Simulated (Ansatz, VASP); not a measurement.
## Ni: VASP beside Ansatz

```
CELL_PARAMETERS angstrom
0.00000 1.73757 1.73757
1.73757 0.00000 1.73757
1.73757 1.73757 0.00000
ATOMIC_POSITIONS crystal
Ni 0.00000 0.00000 0.00000
```

Alike in both runs: task relaxation of cell and atoms; functional RPBE; k mesh 13 × 13 × 13; occupations fermi-dirac, width 0.05 eV; collinear spin, ferromagnetic start.

|  | VASP | Ansatz |
| --- | --- | --- |
| version | VASP 6.6.1 | Ansatz 0.2.0 |
| potentials or method | VASP PAW PBE potentials, release 64 (Ni) | Ansatz PAW |
| plane-wave cutoff (eV) | 600 | 420 |
| valence electrons in the cell | 10 | 18 |

VASP gave:

* gap on the k mesh at the Fermi level, each at its own relaxed structure (eV): none
* net moment per atom (μB): 0.63
* size of the moment on the site where the two differ most (μB): 0.65
* relaxed volume (Å³/atom): 11.22
* relaxed cell length with the largest relative difference (Å): 2.513
* energy change over the relaxation (meV/atom): -29

Q: What did Ansatz give for the same quantities?

A: gap on the k mesh at the Fermi level, each at its own relaxed structure (eV): none; net moment per atom (μB): 0.64; size of the moment on the site where the two differ most (μB): 0.68; relaxed volume (Å³/atom): 11.20; relaxed cell length with the largest relative difference (Å): 2.511; energy change over the relaxation (meV/atom): -29.

Site moments also hang on the region over which each program counts them. A gap of «none» marks a metal or a gap that the smearing closes. The two sets of potentials don't hold the same shells in valence.

Caveats: the PAW data sets were made with another functional, which shifts forces and pressure a little (VASP); the plane-wave basis is chosen anew once the cell has moved, so the energies of steps on either side of that aren't comparable (Ansatz); the PAW data sets come from PBE, with cores solved anew for the run's functional, which leaves a small shift of forces and pressure (Ansatz).
